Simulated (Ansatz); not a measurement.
A (100) slab of Sn (Fd-3m (No. 227)), 8 planes, outer planes Sn (top) and Sn (bottom), with 8 atoms (Sn8) in a surface cell of A = 22.153 Å², as cut from the bulk:

```
Sn
1.0
     4.70671    0.00000    0.00000
     0.00000    4.70671    0.00000
     0.00000    0.00000   26.64852
Sn
8
Cartesian
  0.0000 2.3534 7.5000
  0.0000 0.0000 9.1641
  2.3534 0.0000 10.8281
  2.3534 2.3534 12.4922
  0.0000 2.3534 14.1563
  0.0000 0.0000 15.8204
  2.3534 0.0000 17.4844
  2.3534 2.3534 19.1485
```

These are results of DFT PBE, scalar-relativistic, plane waves, PAW (Ansatz 0.2.0), not measurements. Cutoff 420 eV; k points 8×8×1 on the computed 8-atom cell (Γ-centred); Gaussian smearing, width 0.10 eV; no spin polarisation.

Against the same 8 atoms in the bulk, the slab as cut lies 2.423 eV higher and the relaxed slab 2.421 eV higher.

(1) Work out the surface energy before and after relaxation.

(2) A cut through this plane breaks about 2 nearest-neighbour bonds a surface cell. What does each broken bond cost, before relaxation?

(3) What is the ideal work of this cut, per area?

Results:

(1) The slab has two faces, so γ = (E_slab − N·E_bulk)/(2A), the mean of both. As cut: 2.423/(2 × 22.153) = 0.0547 eV/Å², and 1 eV/Å² = 16.02 J/m², so γ = 0.88 J/m². Relaxed: 2.421/(2 × 22.153) = 0.0546 eV/Å² = 0.88 J/m². Relaxation recovers 0.1 % of the cost of cutting.

(2) One cut makes two faces and costs 2γA = 2.423 eV, shared by 2 bonds: 1.21 eV a bond. In a metal this is less than the cohesive energy a bond, since the bonds that remain at the surface strengthen.

(3) Griffith's ideal work is 2γ: 1.75 J/m², whether the new faces relax or not. One thickness was run, 8 planes, so γ can still shift with it.

The cost of this cut is mainly that of breaking directional sp³ bonds. Each atom in the new faces keeps two back bonds and is left with two dangling orbitals, so the picture of a metal whose remaining bonds strengthen carries over poorly to diamond-structure tin. The near-absence of relaxation, 0.1 % of the cost, doesn't mean that the bare surface is content with its bulk-like structure. With one atom per plane in the surface cell, every surface atom moves in step with its periodic images, and symmetry cancels the lateral forces, leaving essentially only a change in layer spacing, which can't pair the dangling orbitals.

The (100) faces of diamond-structure group 14 elements are well known to reconstruct by forming dimers, often buckled, which removes about half of the dangling bonds at the price of some strain. The relaxed 0.88 J/m² therefore describes the unreconstructed face and probably lies clearly above the value for a reconstructed one. It supports an estimate of the ideal cleavage cost, but not a prediction of the equilibrium surface energy or crystal shape.
